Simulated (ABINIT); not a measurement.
# Sn: equation of state with LDA

Crystal: Sn.

```
Sn
1.0
     0.00000    3.23334    3.23334
     3.23334    0.00000    3.23334
     3.23334    3.23334    0.00000
Sn
2
Direct
  0.75000 0.75000 0.75000
  0.50000 0.50000 0.50000
```

This isn't the form of Sn at room conditions, which is tetragonal (white tin).

```
Program             : ABINIT 10.8.3 (patched build)
Task                : equation of state
Functional          : LDA
Potentials or basis : JTH PAW LDA v2.0 sp
Cutoff              : 408 eV
k mesh              : 7 × 7 × 7
Occupations         : fermi-dirac, width 0.05 eV
Spin                : no spin polarisation
```

| Property | Result |
| --- | --- |
| Equilibrium volume | 34.03 Å³/atom |
| Bulk modulus | 45 GPa |
| Pressure derivative of the bulk modulus | 5.2 |

Energy against volume, from the lowest point:
```
volume (Å³/atom)  energy (meV/atom)
          31.775              23.74
          32.451              11.03
          33.127               3.30
          33.803               0.00
          34.479               0.62
          35.155               4.69
          35.831              11.81
```

It took 32 s on 1 thread of Arm Neoverse V1, on a shared host, peak memory 0.13 GiB.

Caveat: pressures at fixed basis lie under the slope of the energies; this set keeps more shells in the core, which shifts pressures and gaps; the atomic spheres overlap.
